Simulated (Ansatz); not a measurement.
LiCl: rattling a relaxed structure

It was reached by relaxing an invented guess, and it needn't be the stable form of this composition.

Computed with DFT PBE, scalar-relativistic, plane waves, PAW (Ansatz). Plane waves to 420 eV, a k mesh through Γ of 8×8×8 on the computed 2-atom cell and Gaussian smearing (0.02 eV); no spin polarisation.

The cell below (2 atoms, space group F-43m (No. 216)) is relaxed within its symmetry.

```
CELL_PARAMETERS angstrom
0.00000 2.75782 2.75782
2.75782 0.00000 2.75782
2.75782 2.75782 0.00000
ATOMIC_POSITIONS crystal
Li 0.75000 0.75000 0.75000
Cl 0.50000 0.50000 0.50000
```

For the test a repeat of it with 4 atoms (edges 3.90, 3.90, 6.76 Å) was strained at random (σ = 1.5 % a component), the atoms were moved at random (σ = 0.05 Å), and all was relaxed again on a coarse 6×6×6 mesh (in the run’s order of axes) with 0.10 eV smearing, with no symmetry imposed.

Question: Does it come back?

Answer: It returns, within 1 meV/atom of the unmoved cell on that mesh and with the same symmetry when read at 0.1 Å (P1 at 0.01 Å, so small strains and shifts remain). No instability shows in this cell; modes of other wave vectors, which need another repeat, aren't tested.
